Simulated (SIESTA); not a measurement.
The system is GaN.

```
CELL_PARAMETERS angstrom
0.00000 2.13524 2.13524
2.13524 0.00000 2.13524
2.13524 2.13524 0.00000
ATOMIC_POSITIONS crystal
Ga 0.00000 0.00000 0.00000
N 0.50000 0.50000 0.50000
```

Measurements of this composition are mostly on another form, of space group No. 186.

Base run:

| Quantity | Value |
| --- | --- |
| Program | SIESTA 5.4.2 |
| Functional | LDA |
| Potentials or basis | PseudoDojo 0.4 standard (LDA files) |
| Basis | DZP (energy shift 0.003 Ry; two zetas on semicore shells) |
| Grid cutoff | 800 Ry |
| Energy shift | 0.003 Ry |
| k mesh | 11 × 11 × 11 |
| Occupations | fermi-dirac, width 0.05 eV |
| Spin | no spin polarisation |

Its results: band gap on the k mesh 0.30 eV, indirect (least direct gap 2.48 eV); pressure -10.2 GPa.

Question: The run is repeated on the same cell with these changes: functional from LDA to PBEsol; potentials or basis from PseudoDojo 0.4 standard (LDA files) to PseudoDojo 0.4 standard (PBEsol files). What comes out?

Answer: Band gap on the k mesh 0.43 eV, indirect (least direct gap 2.42 eV); pressure -3.9 GPa.

Caveats: the mesh misses the band edges, which the band path finds closer together; the basis of atomic orbitals isn't converged, which shifts pressures, moduli and gaps.
